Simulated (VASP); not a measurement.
Wanted: the native input for a VASP 6.6.1 run.

| Quantity | Value |
| --- | --- |
| Task | single point |
| Functional | PBE |
| Potentials or basis | VASP PAW PBE potentials, release 64 (W_sv, C) |
| Cutoff | 520 eV |
| k mesh | 11 × 11 × 1 |
| Occupations | fermi-dirac, width 0.05 eV |
| Spin | no spin polarisation |
| Dipole correction | yes |
| Further INCAR settings | ALGO = Normal; EDIFF = 1e-07; NBANDS = 43 |

The structure of W4C3 lies in POSCAR:

```
W4C3
1.0
    2.9005014360      0.0000000000      0.0000000000
   -1.4502507180      2.5119079273      0.0000000000
    0.0000000000      0.0000000000     23.4870000000
W C
4 3
Direct
    0.0000000000      0.0000000000      0.3193255844
    0.0000000000      0.0000000000      0.4397751948
    0.0000000000      0.0000000000      0.5602248052
    0.0000000000      0.0000000000      0.6806744156
    0.6666666667      0.3333333334      0.3795503896
    0.6666666667      0.3333333334      0.5000000000
    0.6666666667      0.3333333334      0.6204496104
```

The cell isn't the ideal one: the (0 0 1) slab of WC, cut from the database cell, not relaxed.

The input as run:

INCAR

```
  PREC = Accurate
  ENCUT = 520
  EDIFF = 1E-7
  ISMEAR = -1
  SIGMA = 0.05
  LREAL = F
  LASPH = T
  NELM = 100
  ALGO = Normal
  ISIF = 2
  LWAVE = F
  LCHARG = T
  LDIPOL = T
  IDIPOL = 3
  DIPOL = 0.5 0.5 0.500
  GGA = PE
  LELF = T
  LVHAR = T
  LVACPOTAV = T
  NBANDS = 43
```

KPOINTS

```
Automatic mesh
0
Gamma
  11 11 1
```

Potentials or basis: VASP PAW PBE potentials, release 64 (W_sv, C).

Launch:

```console
$ cat potpaw_PBE.64/W_sv/POTCAR potpaw_PBE.64/C/POTCAR > POTCAR
$ mpirun -np 1 vasp_std > vasp.out
```

It gave:

The largest force is 0.821 eV/Å, the band gap on the k mesh is none (metal or under the smearing width) and the work function of the upper face is 4.78 eV. The work function of the lower face is 4.78 eV.

It took 6.1 min on 1 thread of Intel(R) Xeon(R) Platinum 8259CL CPU @ 2.50GHz (Skylake/Cascade Lake), on a shared host, peak memory 0.34 GiB.
